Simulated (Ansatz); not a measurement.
Compressing TaN

Level of theory: DFT PBEsol, scalar-relativistic, plane waves, PAW (Ansatz). Settings: 420 eV cutoff, 12×12×12 k-mesh, Gaussian smearing of 0.10 eV, no spin polarisation.

Starting point, cell and atoms relaxed:

```
Ta N
1.0
     5.17892    0.00000    0.00000
    -2.58946    4.48508    0.00000
     0.00000    0.00000    2.89600
Ta N
3 3
Direct
  0.33333 0.66667 0.50000
  0.66667 0.33333 0.50000
  0.00000 0.00000 0.00000
  0.39337 0.00000 0.00000
  0.60663 0.60663 0.00000
  0.00000 0.39337 0.00000
```

Cell and atoms are relaxed at each pressure within the symmetry of the start, at zero temperature, so transitions that lower the symmetry aren't seen. The k-mesh given is that at zero pressure and may differ at others. a, b and c are the lengths of the cell vectors above.

Spin–orbit coupling is left out, which can shift energies with elements as heavy as these.

| P (GPa) | V (Å³/atom) | V/V0 | a (Å) | b (Å) | c (Å) |
| --- | --- | --- | --- | --- | --- |
| -3 | 11.32 | 1.009 | 5.196 | 5.196 | 2.904 |
| 0 | 11.21 | 1.000 | 5.179 | 5.179 | 2.896 |
| 3 | 11.11 | 0.991 | 5.162 | 5.162 | 2.889 |
| 8 | 10.95 | 0.977 | 5.136 | 5.136 | 2.877 |
| 15 | 10.75 | 0.959 | 5.102 | 5.102 | 2.861 |
| 30 | 10.37 | 0.925 | 5.037 | 5.037 | 2.833 |
| 60 | 9.78 | 0.872 | 4.930 | 4.930 | 2.787 |

(1) What bulk modulus and pressure derivative fit these points?

(2) Which cell vector or vectors give way most up to 60 GPa?

Answers

(1) A third-order Birch–Murnaghan fit gives B0 = 329 GPa and B0' = 4.2.

(2) a and b: the changes are a -4.8 %, b -4.8 %, c -3.7 %.